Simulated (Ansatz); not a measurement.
This run works on a generated trial structure, not on a known crystal.

Input and command of a plane-wave DFT calculation in Ansatz:

```yaml
crystal:
  lattice:
    - [7.56124713, 0.0, 0.0]
    - [0.0, 7.56124713, 0.0]
    - [0.0, 0.0, 2.77259208]
  atoms:
    - { symbol: Sb, position: [0.17679539, 0.32320461, 0.0] }
    - { symbol: Sb, position: [0.32320461, 0.82320461, 0.0] }
    - { symbol: Sb, position: [0.82320461, 0.67679539, 0.0] }
    - { symbol: Sb, position: [0.67679539, 0.17679539, 0.0] }
    - { symbol: Sb, position: [0.0, 0.0, 0.0] }
    - { symbol: Sb, position: [0.5, 0.5, 0.0] }
basis:
  ecutwfc: 420
kpoints:
  mp_grid: { grid: [2, 2, 6] }
hamiltonian:
  xc: pbe
scf:
  occupations: { method: gaussian, width: 0.1 }
  lower_state_search: "off"
output:
  forces: true
  stress: true
  eigenvalues: true
relax:
  adjacent_minimum: "off"
  f_tol: 0.04
  max_steps: 70
  cell: { stress_tol: 0.4 }
```

```bash
ansatz run input.yaml --threads 1 --pin off --max-ram 2560MiB --backend cpu --events-out ev --progress --plain --runs-dir out
```

Processor: Arm Neoverse V1, 1 thread, on a host shared with other jobs.

Q: How long does it run, and how much memory does it take?

A: About 70 s, peak memory 0.45 GiB. It solves 54 bands at 12 k points (after reduction by symmetry) with about 3883 plane waves (on the last cell), in 50 SCF iterations over 8 ionic steps.
